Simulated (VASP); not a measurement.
Here is a VASP 6.6.1 calculation.

Contents of INCAR:

```
SYSTEM = CuAu
ALGO     = Fast           ! electronic algorithm
EDIFF    = 1E-6           ! SCF threshold, eV
EDIFFG   = -0.03          ! ionic threshold
ENCUT    = 600            ! plane-wave cutoff, eV
GGA      = PS             ! functional
IBRION   = 2              ! ionic algorithm
ISIF     = 8              ! what is computed and relaxed
ISMEAR   = 0              ! smearing method
LASPH    = .True.         ! aspherical terms in the spheres
LCHARG   = .False.        ! write CHGCAR
LREAL    = .False.        ! projectors in reciprocal space
LWAVE    = .False.        ! write WAVECAR
NELM     = 100            ! most SCF steps
NSW      = 80             ! ionic steps
PREC     = Accurate       ! precision mode
SIGMA    = 0.1            ! smearing width, eV
```

File KPOINTS:

```
k-points
0
Gamma
  9 9 9
  0 0 0
```

POSCAR

```
CuAu
1.0
    1.4430570000      0.8331490000      4.2561710000
   -1.4430570000      0.8331490000      4.2561710000
    0.0000000000     -1.6662990000      4.2561710000
Cu Au
1 1
Direct
    0.5000000000      0.5000000000      0.5000000000
    0.0000000000      0.0000000000      0.0000000000
```

Potentials or basis: VASP PAW PBE potentials, release 64 (Cu, Au).

Command:

```sh
$ cat potpaw_PBE.64/Cu/POTCAR potpaw_PBE.64/Au/POTCAR > POTCAR
$ mpirun -np 1 vasp_std > vasp.out
```

**Question.** Predict the relaxed cell.

**Answer.** a = 4.482 Å, b = 4.482 Å, c = 4.482 Å, α = 36.81°, β = 36.81°, γ = 36.81°.

**Question.** What does it give for the relaxed volume?

**Answer.** 14.47 Å³/atom.

**Question.** What does it give for the band gap on the k mesh?

**Answer.** None (metal or under the smearing width).

**Question.** What does it give for the space group after relaxing (to 0.05 Å)?

**Answer.** R-3m (No. 166).

Final structure:
```xyz
2
Lattice="1.4150 0.8169 4.1734 -1.4150 0.8169 4.1734 0.0000 -1.6339 4.1734" Properties=species:S:1:pos:R:3 pbc="T T T"
Cu    0.0000    0.0000    6.2601
Au    0.0000    0.0000    0.0000
```

Caveat: the PAW data sets were made with another functional, which shifts forces and pressure a little. The run has no spin-orbit coupling, so splittings on Au are missing.
